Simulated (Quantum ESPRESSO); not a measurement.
## Ge under changes of volume

One of the cells (22.833 Å³/atom); the others are scaled copies at fixed shape and fractional positions:

```xyz
4
Lattice="3.9976 0.0000 0.0000 -1.9988 3.4620 0.0000 0.0000 0.0000 6.5994" Properties=species:S:1:pos:R:3 pbc="T T T"
Ge    0.0000    2.3080    6.1843
Ge    1.9988    1.1540    2.8846
Ge    0.0000    2.3080    3.7148
Ge    1.9988    1.1540    0.4151
```

This isn't the form of Ge at room conditions, which is diamond.

* Program: Quantum ESPRESSO 7.5
* Functional: r2SCAN
* Potentials or basis: SG15 PBE 1.2
* Cutoff: 952 eV
* Density cutoff: 3810 eV
* k mesh: 4 × 4 × 2
* Occupations: fermi-dirac, width 0.05 eV
* Spin: no spin polarisation

```csv
volume (Å³/atom),energy over the lowest point (meV/atom),pressure (GPa),largest force (eV/Å)
21.463,?,?,?
21.920,1.96,1.1,0.006
22.377,0.00,0.1,0.046
22.833,1.19,-1.2,0.046
23.290,6.16,-2.4,0.033
23.747,14.51,-3.5,0.020
24.203,25.88,-4.5,0.007
```

What does the run at 21.463 Å³/atom give?

Energy over the lowest point 6.82 meV/atom; pressure 2.6 GPa; largest force 0.011 eV/Å.

Worked out: A Birch-Murnaghan fit of order 3 (a polynomial in V^(-2/3)) to the other rows has its minimum at 22.42 Å³/atom with B0 = V·E''(V) = 61 GPa (rough, since the energies scatter) at fixed shape and positions, which overstates the stiffness. It gives 7.69 meV/atom at 21.463 Å³/atom, against the run's 6.82, and -dE/dV = 2.6 GPa, against 2.6.

Energies are extrapolated to zero smearing.

Caveats: all runs use coarse meshes; the potentials were made for another functional, which shifts forces and pressure.
